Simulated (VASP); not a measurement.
## KI (rocksalt), LDA relaxation of cell and atoms: Ansatz's output and VASP's

Start cell

```cif
data_structure
_symmetry_space_group_name_H-M 'P 1'
_symmetry_Int_Tables_number 1
_cell_length_a 5.0787
_cell_length_b 5.0787
_cell_length_c 5.0787
_cell_angle_alpha 60.000
_cell_angle_beta 60.000
_cell_angle_gamma 60.000
_cell_volume 92.63
loop_
_atom_site_label
_atom_site_type_symbol
_atom_site_fract_x
_atom_site_fract_y
_atom_site_fract_z
_atom_site_occupancy
K1 K 0.00000 0.00000 0.00000 1
I1 I 0.50000 0.50000 0.50000 1
```

Ansatz printed

```
basis re-selected at this cell: Δ(F+E_penalty+E_count) = +1.157e-3 eV, ΔP = -0.007 GPa vs the last step (what re-selecting the basis moved, of the pressure what is left beyond the Pulay correction that the steps carried, after the strain that the cell walked since its last selection, with what the two solves' SCF thresholds leave and, on support functions, any second-order correction that the steps lacked; it is no measure of the basis error at this ecutwfc). This SCF's stress stands 1.80e-2 GPa from its target on what of the cell is left free (relax.cell.stress_tol is 5.00e-2 GPa) and its largest allowed force component is 2.26e-29 eV/Å (relax.f_tol is 5.00e-3 eV/Å): within both
SCF converged after 5 iterations
Free energy (F): -8855.097132 eV
Harris-Foulkes:  -8855.097132 eV  (|F-HF|=1.82e-12)
Internal energy: -8855.097132 eV  (E = F + TS)
E sigma→0 (E₀):  -8855.097132 eV
Fermi energy:    4.834472 eV
--- Per-component energies (eV) ---
  E_band       = -505.035745
  E_kinetic    = 444.309067
  E_local      = -2712.251337  (includes V_loc(G=0)·N_el)
  E_nonlocal   = -69.612534
  E_hartree    = 1288.483284
  E_xc         = -260.712716
  E_vxc        = -292.788377  (∫ρ·V_xc dr)
  E_paw        = -5403.470913  (= ΣΔE_a)
  E_vpaw       = -451.659331  (= ΣTr[D̂ρ^β])
  E_aug_tail   = 0.000066  (compensation charges beyond the density's cutoff)
  E_ewald      = -2142.880764
  E_core_change = 1.038715  (= ΣΔE_core)
  E_smearing   = -0.000000  (= −TS)
  E_closure    = -0.000000  (closes the sum)
  Σ components = -8855.097132   (vs F -8855.097132, Δ=0.00e0)
--- Forces (eV/Å), atoms counted from 1 ---
  atom   1  K     -0.00000000     0.00000000     0.00000000
  atom   2  I      0.00000000    -0.00000000     0.00000000
  max |Σ_I F_I| component: 4.31e-29 eV/Å
--- Stress (GPa, compression-positive) ---
       -0.018021      -0.000000      -0.000000
       -0.000000      -0.018021      -0.000000
       -0.000000       0.000000      -0.018021
  P = ⅓ Tr σ = -0.0180 GPa (-0.180 kbar)
--- Relaxed structure (5 steps of the walk, 5 accepted, 1 SCFs on fresh bases) ---
  F+E_penalty+E_count = -8855.09713238 eV   max|allowed force component| = 2.265e-29 eV/Å   (the final SCF, on the basis selected at the relaxed cell)
  cell:  # Å, volume = 79.3063 Å³
    - [-1.0063356309448476e-33, 3.4100386001588796, 3.4100386001588796]
    - [3.4100386001588796, 7.006101990028308e-35, 3.4100386001588796]
    - [3.4100386001588796, 3.4100386001588796, -9.107977508800865e-34]
  atoms:
    - { symbol: K, position: [8.938312133827959e-36, -7.262378608670753e-36, -1.1172890166757812e-35] }
    - { symbol: I, position: [0.5, 0.5, 0.5] }
```

Datasets and cutoffs are each program's own. VASP's cell holds 16 valence electrons and Ansatz's 26. LDA means the Perdew–Zunger form with relativistic exchange in VASP and the Perdew–Wang form in Ansatz.

What does VASP give for the same cell and level of theory?

relaxed cell vector lengths 4.827, 4.827, 4.827 Å; relaxed cell volume 79.50 Å³.

From OUTCAR

```
k-points           NKPTS =     16   k-points in BZ     NKDIM =     16   number of bands    NBANDS=     15

   NELECT =      16.0000    total number of electrons

   dimension x,y,z NGX =    40 NGY =   40 NGZ =   40
   dimension x,y,z NGXF=    80 NGYF=   80 NGZF=   80

  energy-cutoff  :      600.00
  volume of cell :       79.50
      direct lattice vectors                 reciprocal lattice vectors
     0.000000000  3.412876136  3.412876136    -0.146503998  0.146503998  0.146503998
     3.412876136  0.000000000  3.412876136     0.146503998 -0.146503998  0.146503998
     3.412876136  3.412876136  0.000000000     0.146503998  0.146503998 -0.146503998

 k-points in reciprocal lattice and weights: KPOINTS created by Atomic Simulation Env
   0.00000000  0.00000000  0.00000000       0.005
   0.16666667  0.00000000  0.00000000       0.037
   0.33333333  0.00000000  0.00000000       0.037
   0.50000000  0.00000000  0.00000000       0.019
   0.16666667  0.16666667  0.00000000       0.028
   0.33333333  0.16666667  0.00000000       0.111
   0.50000000  0.16666667  0.00000000       0.111
  -0.33333333  0.16666667  0.00000000       0.111
   ...

 E-fermi :   0.4784

 k-point     1 :       0.0000    0.0000    0.0000
  band No.  band energies     occupation
      1     -28.0236      2.00000
      2     -11.7655      2.00000
      3     -11.7655      2.00000
      4     -11.7655      2.00000
      5     -10.7833      2.00000
      6      -0.0394      2.00000
      7      -0.0394      2.00000
      8      -0.0394      2.00000
      9       3.8300      0.00000
     10       6.1781      0.00000
     11       6.1781      0.00000
     12       6.1781      0.00000
     13       7.0115      0.00000
     14       7.0115      0.00000
     15       9.5382      0.00000

 k-point     2 :       0.1667    0.0000    0.0000
  band No.  band energies     occupation
      1     -28.0225      2.00000
      2     -11.8623      2.00000
      3     -11.7664      2.00000
      4     -11.7664      2.00000
      5     -10.6423      2.00000
      6      -0.5770      2.00000
      7      -0.1641      2.00000
      8      -0.1641      2.00000
      9       4.5310      0.00000
     10       6.1299      0.00000
     11       6.5025      0.00000
     12       6.5025      0.00000
     13       7.3945      0.00000
     14       7.3945      0.00000
     15      10.5294      0.00000

 k-point     3 :       0.3333    0.0000    0.0000
  band No.  band energies     occupation
      1     -28.0204      2.00000
      2     -12.0088      2.00000
      3     -11.7680      2.00000
      4     -11.7680      2.00000
      5     -10.4031      2.00000
      6      -1.3654      2.00000
      7      -0.3899      2.00000
      8      -0.3899      2.00000
      9       5.1776      0.00000
     10       7.0068      0.00000
     11       7.3074      0.00000
     12       7.3074      0.00000
     13       8.3575      0.00000
     14       8.3575      0.00000
     15       9.8200      0.00000

 k-point     4 :       0.5000    0.0000    0.0000
  band No.  band energies     occupation
      1     -28.0194      2.00000
      2     -12.0687      2.00000
      3     -11.7688      2.00000
      4     -11.7688      2.00000
      5     -10.2948      2.00000
      6      -1.6881      2.00000
      7      -0.4933      2.00000
      8      -0.4933      2.00000
      9       5.3160      0.00000
     10       7.6750      0.00000
     11       8.1370      0.00000
     12       8.1370      0.00000
     13       8.5879      0.00000
     14       8.5879      0.00000
     15       9.6413      0.00000

 k-point     5 :       0.1667    0.1667    0.0000
  band No.  band energies     occupation
      1     -28.0222      2.00000
      2     -11.8581      2.00000
      3     -11.7733      2.00000
      4     -11.7733      2.00000
      5     -10.6290      2.00000
      6      -0.6807      2.00000
      7      -0.1772      2.00000
      8      -0.1772      2.00000
      9       4.6841      0.00000
     10       5.5368      0.00000
     11       6.9196      0.00000
     12       6.9196      0.00000
     13       7.2136      0.00000
     14       7.7465      0.00000
     15      10.7662      0.00000

 k-point     6 :       0.3333    0.1667    0.0000
  band No.  band energies     occupation
      1     -28.0204      2.00000
      2     -11.9449      2.00000
      3     -11.7780      2.00000
      4     -11.7761      2.00000
      5     -10.4831      2.00000
      6      -1.1677      2.00000
      7      -0.4156      2.00000
      8      -0.3456      2.00000
      9       5.2541      0.00000
     10       5.7989      0.00000
     11       7.5120      0.00000
     12       7.6009      0.00000
     13       8.0532      0.00000
     14       8.2633      0.00000
     15      10.2292      0.00000

 ...

  Total        0.0040998      0.0040998      0.0040998      0.0000000      0.0000000      0.0000000
  in kB        0.0826197      0.0826197      0.0826197      0.0000000      0.0000000      0.0000000
  external PRESSURE =       0.0826197 kB  Pullay stress =       0.0000000 kB

 POSITION                                       TOTAL-FORCE (eV/Angst)
 -----------------------------------------------------------------------------------
      0.00000      0.00000      0.00000        -0.000000     -0.000000      0.000000
      3.41288      3.41288      3.41288         0.000000      0.000000      0.000000
 -----------------------------------------------------------------------------------
    total drift:                                0.000000     -0.000000     -0.000000

  FREE ENERGIE OF THE ION-ELECTRON SYSTEM (eV)
  ---------------------------------------------------
  free  energy   TOTEN  =        -6.1662624231 eV

  energy  without entropy=       -6.1662624231  energy(sigma->0) =       -6.16626242
```
